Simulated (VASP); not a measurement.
Wanted: the native input for a VASP 6.6.1 run.

```yaml
Task: single point
Functional: PBE
Potentials_or_basis: VASP PAW PBE potentials, release 64 (H, Mg)
Cutoff: 520 eV
k_mesh: 4 × 4 × 6
Occupations: fermi-dirac, width 0.1 eV
Spin: no spin polarisation
Dipole_correction: no
Further_INCAR_settings: ALGO = Fast; EDIFF = 1e-06; NBANDS = 13
```

The structure of MgH2 lies in POSCAR:

```
MgH2
1.0
    4.4836760000      0.0000000000      0.0000000000
    0.0000000000      4.4836760000      0.0000000000
    0.0000000000      0.0000000000      2.9983490000
H Mg
4 2
Direct
    0.3060000000      0.3060000000      0.0000000000
    0.1940000000      0.8060000000      0.5000000000
    0.6940000000      0.6940000000      0.0000000000
    0.8060000000      0.1940000000      0.5000000000
    0.0000000000      0.0000000000      0.0000000000
    0.5000000000      0.5000000000      0.5000000000
```

These files were run (other wordings do the same):

INCAR

```
ALGO = Fast ; EDIFF = 1E-6
ENCUT = 520 ; GGA = PE
ISIF = 2 ; ISMEAR = -1
LASPH = True ; LCHARG = False
LREAL = False ; LWAVE = False
NBANDS = 13 ; NELM = 80
PREC = Accurate ; SIGMA = 0.1
```

KPOINTS

```
k-points
0
Gamma
  4 4 6
```

Potentials or basis: VASP PAW PBE potentials, release 64 (H, Mg).

Launch:

```console
$ cat potpaw_PBE.64/H/POTCAR potpaw_PBE.64/Mg/POTCAR > POTCAR
$ mpirun -np 1 vasp_std > vasp.out
```

Results of the run:

- Pressure: 0.8 GPa
- Largest force: 0.069 eV/Å
- Band gap on the k mesh: 3.96 eV, indirect (least direct gap 4.73 eV)

It took 11 s on 1 thread of AMD EPYC 9R45 (Zen 5), on a shared host, peak memory 0.14 GiB.
